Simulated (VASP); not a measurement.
# Ti (P6_3/mmc) in VASP: notebook, part 2 of 3

VASP 6.6.1. The steps go on from the part before.

### 3 Relaxation of cell and atoms, PBE+D3(BJ)

INCAR

```
  PREC = Accurate
  ENCUT = 600
  EDIFF = 1E-7
  ISMEAR = 0
  SIGMA = 0.1
  LREAL = False
  LASPH = True
  NELM = 80
  ALGO = Fast
  ISIF = 3
  LWAVE = False
  LCHARG = False
  GGA = PE
  IVDW = 12
  IBRION = 2
  NSW = 90
  EDIFFG = -0.005
```

KPOINTS

```
regular mesh
0
Gamma
  18 18 10
```

POSCAR

```
Ti
1.0
    2.9357319200      0.0000000000      0.0000000000
   -1.4678659600      2.5424184200      0.0000000000
    0.0000000000      0.0000000000      4.6408561500
Ti
2
Direct
    0.3333333300      0.6666666700      0.2500000000
    0.6666666700      0.3333333300      0.7500000000
```

Potentials or basis: VASP PAW PBE potentials, release 64 (Ti_sv).

Started as:

```bash
$ cat potpaw_PBE.64/Ti_sv/POTCAR > POTCAR
$ mpirun -np 1 vasp_std > vasp.out
```

OUTCAR:

```text
PREC = Accurate
   ENCUT = 600
   EDIFF = 1E-7
   ISMEAR = 0
   LREAL = False
   LASPH = True
   NELM = 80
   ISIF = 3
   GGA = PE
   IVDW = 12
   IBRION = 2
   NSW = 90
   EDIFFG = -0.005
 IVDW          = 12

 ion  position               nearest neighbor table
   1  0.333  0.667  0.250-   2 2.87   2 2.87   2 2.87   2 2.87   2 2.87   2 2.87
   2  0.667  0.333  0.750-   1 2.87   1 2.87   1 2.87   1 2.87   1 2.87   1 2.87

  LATTYP: Found a hexagonal cell.
 ALAT       =     2.9357319200
 C/A-ratio  =     1.5808174167

  Lattice vectors:

 A1 = (   2.9357319200,   0.0000000000,   0.0000000000)
 A2 = (  -1.4678659600,   2.5424184200,   0.0000000000)
 A3 = (   0.0000000000,   0.0000000000,   4.6408561500)

Analysis of symmetry for initial positions (statically):
=====================================================================
 Subroutine PRICEL returns:
 Original cell was already a primitive cell.

 Routine SETGRP: Setting up the symmetry group for a
 hexagonal supercell.

 Subroutine GETGRP returns: Found 24 space group operations
 (whereof 12 operations were pure point group operations)
 out of a pool of 24 trial point group operations.

The static configuration has the point symmetry D_3d.
 The point group associated with its full space group is D_6h.

Analysis of symmetry for dynamics (positions and initial velocities):
=====================================================================
 Subroutine PRICEL returns:
 Original cell was already a primitive cell.

 Routine SETGRP: Setting up the symmetry group for a
 hexagonal supercell.

 Subroutine GETGRP returns: Found 24 space group operations
 (whereof 12 operations were pure point group operations)
 out of a pool of 24 trial point group operations.

The dynamic configuration has the point symmetry D_3d.
 The point group associated with its full space group is D_6h.

 Subroutine INISYM returns: Found 24 space group operations
 (whereof 12 operations are pure point group operations),
 and found     1 'primitive' translations

----------------------------------------------------------------------------------------

                                     Primitive cell

  volume of cell :      34.6387

  direct lattice vectors                    reciprocal lattice vectors
     2.935731920  0.000000000  0.000000000     0.340630557  0.196663144  0.000000000
    -1.467865960  2.542418420  0.000000000     0.000000000  0.393326288  0.000000000
     0.000000000  0.000000000  4.640856150     0.000000000  0.000000000  0.215477483

  length of vectors
     2.935731920  2.935731919  4.640856150     0.393326288  0.393326288  0.215477483

  position of ions in fractional coordinates (direct lattice)
     0.333333330  0.666666670  0.250000000
     0.666666670  0.333333330  0.750000000

  ion indices of the primitive-cell ions
   primitive index   ion index
                 1           1
                 2           2

----------------------------------------------------------------------------------------

 KPOINTS: regular mesh

[... 28 lines left out ...]
  0.222222 -0.000000  0.000000      6.000000
  0.277778 -0.000000  0.000000      6.000000
[... 16 lines left out ...]
  0.333333  0.111111  0.000000     12.000000
  0.388889  0.111111  0.000000     12.000000
 [... further k-points ...]
   k-points           NKPTS =    222   k-points in BZ     NKDIM =    222   number of bands    NBANDS=     16
   number of dos      NEDOS =    301   number of ions     NIONS =      2
   total plane-waves  NPLWV =  23040
   dimension x,y,z NGX =    24 NGY =   24 NGZ =   40
   dimension x,y,z NGXF=    48 NGYF=   48 NGZF=   80
   ions per type =               2
   NGX,Y,Z   is equivalent  to a cutoff of  13.59, 13.59, 14.33 a.u.
   NGXF,Y,Z  is equivalent  to a cutoff of  27.18, 27.18, 28.66 a.u.
 SYSTEM =  unknown system
   PREC   = accura    normal or accurate (medium, high low for compatibility)
   ISTART =      0    job   : 0-new  1-cont  2-samecut
   ICHARG =      2    charge: 1-file 2-atom 10-const
   ISPIN  =      1    spin polarized calculation?
   LNONCOLLINEAR =      F non collinear calculations
   LSORBIT =      F    spin-orbit coupling
   LASPH  =      T    aspherical Exc in radial PAW
   ENCUT  =  600.0 eV  44.10 Ry    6.64 a.u.   5.86  5.86  9.27*2*pi/ulx,y,z
   NELM   =     80;   NELMIN=  2; NELMDL= -5     # of ELM steps
   EDIFF  = 0.1E-06   stopping-criterion for ELM
   LREAL  =      F    real-space projection
   EDIFFG = -.5E-02   stopping-criterion for IOM
   NSW    =     90    number of steps for IOM
   IBRION =      2    ionic relax: 0-MD 1-quasi-New 2-CG
   NFREE  =      1    steps in history (QN), initial steepest desc. (CG)
   ISIF   =      3    stress and relaxation
   ISYM   =      2    0-nonsym 1-usesym 2-fastsym
   POTIM  = 0.5000    time-step for ionic-motion
   TEBEG  =    0.0;   TEEND  =   0.0 temperature during run
   PSTRESS=    0.0 pullay stress
   NELECT =      24.0000    total number of electrons
   NUPDOWN=      -1.0000    fix difference up-down
   EMIN   =  10.00;   EMAX   =-10.00  energy-range for DOS
   EFERMI =   0.00;   METHOD = LEGACY
   ISMEAR =     0;   SIGMA  =   0.10  broadening in eV -4-tet -1-fermi 0-gaus
   EFERMI_NEDOS =   21; number of points for ismear=-14 and -15
   IALGO  =     68    algorithm
   IMIX   =      4    mixing-type and parameters
     AMIX     =   0.40;   BMIX     =  1.00
     AMIX_MAG =   1.60;   BMIX_MAG =  1.00
  volume/ion in A,a.u.               =      17.32       116.88
  Fermi-wavevector in a.u.,A,eV,Ry     =   1.448632  2.737518 28.552297  2.098535
  Thomas-Fermi vector in A             =   2.566451
   LORBIT       =      0    0 simple, 1 ext, 2 COOP (PROOUT), +10 PAW based schemes
   GGA     = PE    functional components
   LHFCALC =     F    Hartree Fock is set to
   AEXX    =    0.0000 exact exchange contribution
   IVDW    =    12    specifies the selected vdW correction
   LEPSILON=     F    determine dielectric tensor
   LRPA    =     F    only Hartree local field effects (RPA)
 conjugate gradient relaxation of ions
 non-spin polarized calculation
 RMM-DIIS sequential band-by-band and
 Gauss-broadening in eV      SIGMA  =   0.10
  energy-cutoff  :      600.00
  volume of cell :       34.64
 maximum number of plane-waves:      1182
 NGX is ok and might be reduce to    24
   NGX = 11   NGY = 11   NGZ = 19

--------------------------------------- Ionic step        1  -------------------------------------------

 number of electron      23.9999993 magnetization

 Free energy of the ion-electron system (eV)
  ---------------------------------------------------
  ext. energy  EPLUGINS =         0.00000000
  ---------------------------------------------------
  free energy    TOTEN  =       -15.67672634 eV

  energy without entropy =      -15.66735721  energy(sigma->0) =      -15.67204177

------------------------ aborting loop because EDIFF is reached ----------------------------------------

 Edisp (eV)   -1.20677

 E8    (eV) :    -0.5726
[... 31 lines left out ...]
--------------------------------------- Ionic step        2  -------------------------------------------

 number of electron      24.0000007 magnetization

------------------------ aborting loop EDIFF was not reached (unconverged)  ----------------------------

 Edisp (eV)   -1.32562

 E8    (eV) :    -0.6300

  FORCE on cell =-STRESS in cart. coord.  units (eV):
  Direction    XX          YY          ZZ          XY          YZ          ZX
  --------------------------------------------------------------------------------------
  -------------------------------------------------------------------------------------
  Total       0.95886     0.95886     1.03707     0.00000     0.00000     0.00000
  in kB      48.52659    48.52659    52.48470     0.00000     0.00000     0.00000
  external pressure =       49.85 kB  Pullay stress =        0.00 kB
[... 143 lines left out ...]
--------------------------------------- Ionic step        6  -------------------------------------------

 number of electron      24.0000003 magnetization

 Free energy of the ion-electron system (eV)
  ---------------------------------------------------
  ext. energy  EPLUGINS =         0.00000000
  ---------------------------------------------------
  free energy    TOTEN  =       -15.64308005 eV

  energy without entropy =      -15.63414734  energy(sigma->0) =      -15.63861369

 E-fermi :   8.9226     XC(G=0): -11.7514

 val. band max:        8.9071039601   @ k =   0.3333   0.1667   0.4000
 cond. band min:       8.9268186764   @ k =   0.0556  -0.0000   0.5000
 fundamental gap:      0.0197147163
 Fermi energy:         8.9225751277

 k-point     1 :       0.0000    0.0000    0.0000
  band No.  band energies     occupation
      1     -47.8620      2.00000
      2     -47.6925      2.00000
      3     -24.5142      2.00000
      4     -23.7576      2.00000
      5     -23.7576      2.00000
      6     -23.6741      2.00000
[... 433 lines left out ...]
      3     -24.2865      2.00000
      4     -24.1513      2.00000
      5     -24.1457      2.00000
      6     -23.9548      2.00000
[... 8 lines left out ...]
     15      10.1554      0.00000
     16      12.2304      0.00000

 [... further k-points ...]

------------------------ aborting loop because EDIFF is reached ----------------------------------------

 Edisp (eV)   -1.27218

 E8    (eV) :    -0.6042
[... 25 lines left out ...]
  FREE ENERGIE OF THE ION-ELECTRON SYSTEM (eV)
  ---------------------------------------------------
  free  energy   TOTEN  =       -16.9152625974 eV

  energy  without entropy=      -16.9063298857  energy(sigma->0) =      -16.91079624

 reached required accuracy - stopping structural energy minimisation
```

OSZICAR:

```text
N       E                     dE             d eps       ncg     rms          rms(c)
DAV:   1     0.259903620671E+03    0.25990E+03   -0.14810E+04  7112   0.205E+03
DAV:   2     0.111789235198E+02   -0.24872E+03   -0.24729E+03  7392   0.517E+02
DAV:   3    -0.164711847859E+02   -0.27650E+02   -0.27409E+02 14008   0.140E+02
[... 260 lines left out ...]
RMM:  10    -0.156430796289E+02   -0.18513E-06   -0.19320E-06  7192   0.662E-03    0.930E-03
RMM:  11    -0.156430797036E+02   -0.74712E-07   -0.11476E-06  7283   0.763E-03    0.132E-02
RMM:  12    -0.156430798215E+02   -0.11784E-06   -0.94504E-07  6048   0.531E-03    0.140E-02
RMM:  13    -0.156430799745E+02   -0.15301E-06   -0.74314E-07  6571   0.574E-03    0.113E-02
RMM:  14    -0.156430801075E+02   -0.13297E-06   -0.80001E-07  7221   0.804E-03    0.704E-03
RMM:  15    -0.156430800504E+02    0.57051E-07   -0.34944E-07  5108   0.533E-03
   6 F= -.16915263E+02 E0= -.16910796E+02  d E =-.360007E-04
```

CONTCAR:

```text
Ti
   1.00000000000000
     2.8848191076406886    0.0000000000000000    0.0000000000000000
    -1.4424095538203443    2.4983266311926431   -0.0000000000000000
    -0.0000000000000000   -0.0000000000000000    4.5691907969381171
  Ti
     2
Direct
     0.3333333300000021    0.6666666699999979    0.2500000000000000
     0.6666666699999979    0.3333333300000021    0.7500000000000000

  0.00000000E+00  0.00000000E+00  0.00000000E+00
  0.00000000E+00  0.00000000E+00  0.00000000E+00
```

Wall time 13 min (1 thread of Intel Xeon 6975P-C (Granite Rapids), shared host); peak memory 0.31 GiB.

Results:

| Quantity | Value |
| --- | --- |
| Free energy | -16.9153 eV |
| Relaxed volume | 16.47 Å³/atom |
| Relaxed cell | a = 2.885 Å, b = 2.885 Å, c = 4.569 Å, α = 90.00°, β = 90.00°, γ = 120.00° |
| Space group after relaxing (to 0.05 Å) | P6_3/mmc (No. 194) |
| Energy gained by relaxing | 15.9 meV/atom |
| Ionic steps | 6 |
| Pressure after relaxing | 0.0 GPa |
| Band gap on the k mesh | none (metal or under the smearing width) |
| Dispersion energy per atom | -0.636 eV |

The path:
| step | energy change (eV) | largest force (eV/Å) | pressure (GPa) | volume (Å³) |
| --- | --- | --- | --- | --- |
| 1 | 0.0000 | 0.0000 | -5.67 | 34.64 |
| 2 | -0.0128 | 0.0000 | 4.98 | 31.66 |
| 3 | -0.0317 | 0.0000 | -0.01 | 32.92 |
| 4 | -0.0317 | 0.0000 | 0.08 | 32.88 |
| 5 | -0.0318 | 0.0000 | -0.01 | 32.92 |
| 6 | -0.0318 | 0.0000 | -0.02 | 32.93 |

Final structure:
```
Ti
1.0
     2.88482    0.00000    0.00000
    -1.44241    2.49833    0.00000
     0.00000    0.00000    4.56919
Ti
2
Direct
  0.33333 0.66667 0.25000
  0.66667 0.33333 0.75000
```

Caveat: pairwise dispersion overbinds metals, which lowers pressure and volume.

(Part 2 of 3 ends here.)
